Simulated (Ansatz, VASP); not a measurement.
K: VASP beside Ansatz

```
CELL_PARAMETERS angstrom
0.00000 3.25975 3.25975
3.25975 0.00000 3.25975
3.25975 3.25975 0.00000
ATOMIC_POSITIONS crystal
K 0.00000 0.00000 0.00000
```

Alike in both runs: task relaxation of cell and atoms; functional PBE; k mesh 12 × 12 × 12; occupations gaussian, width 0.1 eV; no spin polarisation.

|  | VASP | Ansatz |
| --- | --- | --- |
| version | VASP 6.6.1 | Ansatz 0.2.0 |
| potentials or method | VASP PAW PBE potentials, release 64 (K_sv) | scalar-relativistic, plane waves, PAW |
| plane-wave cutoff (eV) | 600 | 420 |
| valence electrons in the cell | 9 | 9 |

```tsv
	VASP	Ansatz	Ansatz less VASP
gap on the k mesh at the Fermi level, each at its own relaxed structure (eV)	none	none	-
relaxed volume (Å³/atom)	73.90	73.59	-0.310
relaxed cell length with the largest relative difference (Å)	4.710	4.704	-0.0066
energy change over the relaxation (meV/atom)	-4	-4	0.0
```

A gap of «none» marks a metal or a gap that the smearing closes.
